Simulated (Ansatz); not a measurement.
Runs of Ansatz 0.2.0 on Cu. It takes space group Cmcm (No. 63, orthorhombic). The conventional cell has a = 2.437 Å, b = 7.953 Å, c = 2.475 Å, α = 90.00°, β = 90.00°, γ = 90.00°. Cu (site symmetry m2m) has 10 Cu at 2.44 to 2.54 Å as nearest neighbours. This isn't the form of Cu at room conditions, which is fcc.

```csv
task,level,potentials or basis,k mesh,cutoff (eV),points for each segment of the path,q mesh,mesh quality,gap on the mesh (eV),V0 of scaled cells (Å³/atom),B0 (GPa)
equation of state,PBEsol,JTH PAW,11 × 11 × 11,1350,-,-,not flagged,-,11.87,(b)
band structure,PBEsol,Ansatz PAW,11 × 11 × 11,420,14,-,not flagged,none,-,-
equation of state,r2SCAN,Ansatz PAW,11 × 11 × 11,500,-,-,not flagged,-,(c),147
single point,r2SCAN50,Ansatz PAW,6 × 6 × 6,500,-,-,coarse,none,-,-
phonons,PBEsol,Ansatz PAW,10 × 10 × 10,420,8,2 × 2 × 2,not flagged,none,-,-
equation of state,PBEsol,PseudoDojo stringent,11 × 11 × 11,1415,-,-,not flagged,-,11.86,(a)
equation of state,LDA,Ansatz PAW,11 × 11 × 11,420,-,-,not flagged,-,11.41,172
equation of state,PBEsol,Ansatz PAW earlier set,11 × 11 × 11,700,-,-,not flagged,-,11.87,153
```

Alike in all rows: no spin polarisation; cell as given; smearing fermi-dirac 0.05 eV.

Problem. Estimate the missing entries.

Solution. (a) 155; (b) 154; (c) 12.01.

Caveats: some runs use coarse meshes; the PAW data sets come from PBE, with cores solved anew for the run's functional, which leaves a small shift of forces and pressure (some runs); the cell was scaled at fixed shape and fractional positions, which overstates the stiffness of a crystal with free parameters, most of all of layers and chains (some runs); some modes are imaginary (some runs).

A k mesh can miss the band edges.

A gap of «none» marks a metal or a gap under the smearing width.

Not every run made on this cell is shown here.
